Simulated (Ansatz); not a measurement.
Runs of Ansatz 0.2.0 on Al. It takes space group Fm-3m (No. 225, cubic). Conventional cell: a = 4.050 Å, b = 4.050 Å, c = 4.050 Å, α = 90.00°, β = 90.00°, γ = 90.00°. Al (site symmetry m-3m) is surrounded by 12 Al at 2.86 Å. 

```tsv
task	level	cell	k mesh	cutoff (eV)	mesh quality	gap on the mesh (eV)	pressure (GPa)	relaxed volume (Å³/atom)
relaxation of cell and atoms	PBEsol+D3(BJ)-ATM	relaxed	11 × 11 × 11	420	not flagged	none	0.0	15.66
projected density of states	r2SCAN0	as given	6 × 6 × 6	500	coarse	none	-2.8	-
relaxation of cell and atoms	PBEsol+D4	relaxed	11 × 11 × 11	420	not flagged	none	0.0	15.84
projected density of states	PBEsol	as given	6 × 6 × 6	420	coarse	none	(b)	-
projected density of states	RPBE	as given	6 × 6 × 6	420	coarse	none	(a)	-
```

Alike in all rows: potentials or basis Ansatz PAW; no spin polarisation; smearing fermi-dirac 0.05 eV.

Problem. Fill in the values left out.

Solution. (a) 1.4; (b) -1.5.

Caveats: some runs use coarse meshes; the PAW data sets come from PBE, with cores solved anew for the run's functional, which leaves a small shift of forces and pressure; the density of states is complete only up to the lowest level of the last band computed (some runs); the plane-wave basis is chosen anew once the cell has moved, so the energies of steps on either side of that aren't comparable (some runs); pairwise dispersion overbinds metals, which lowers pressure and volume (some runs); the thresholds are loose for stress (some runs).

A gap of «none» marks a metal or a gap under the smearing width.

Runs at the PBE level aren't shown here.
